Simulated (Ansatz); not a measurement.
# WC: the cost of one run

Method: DFT PBEsol, scalar-relativistic, plane waves, PAW, in Ansatz 0.2.0.

1 further run of the same task is left out (set aside as unsound or not needed).

**1. The starting structure**

The structure is hexagonal, space group P-6m2 (No. 187). The conventional cell has a = 2.901 Å, b = 2.901 Å, c = 2.829 Å, α = 90.00°, β = 90.00°, γ = 120.00°. W (site symmetry -6m2) is surrounded by 6 C at 2.19 Å. Around C (site symmetry -6m2) lie 6 W at 2.19 Å.

Coordinates:

```
CELL_PARAMETERS angstrom
2.90050 0.00000 0.00000
-1.45025 2.51191 0.00000
0.00000 0.00000 2.82900
ATOMIC_POSITIONS crystal
W 0.00000 0.00000 0.00000
C 0.66667 0.33333 0.50000
```

The structure comes from the Crystallography Open Database.

**2. A distortion that keeps the symmetry**

The change: strain xx, yy, zz, yz, xz, xy = -5.3, -5.3, +0.7, +0.0, +0.0, +0.0 %.

input.yaml

```yaml
crystal:
  lattice:
    - [2.7478190404, 0.0, 0.0]
    - [-1.3739095202, 2.379681094, 0.0]
    - [0.0, 0.0, 2.84982144]
  atoms:
    - { symbol: W, position: [0.0, 0.0, 0.0] }
    - { symbol: C, position: [0.6666666667, 0.3333333333, 0.5] }
basis:
  ecutwfc: 420
kpoints:
  mp_grid: { grid: [18, 18, 14] }
hamiltonian:
  xc: pbesol
scf:
  occupations: { method: gaussian, width: 0.1 }
output:
  forces: true
  stress: true
  eigenvalues: true
```

Started as:

```
> ansatz run input.yaml --threads 1 --pin off --max-ram 1331MiB --backend cpu --events-out ev --progress --plain --runs-dir out
```

**Question.** How long does this run take on 1 thread of an x86-64 CPU, shared host, and how much memory does it need?

About 12 s, with a peak of 0.4 GiB.
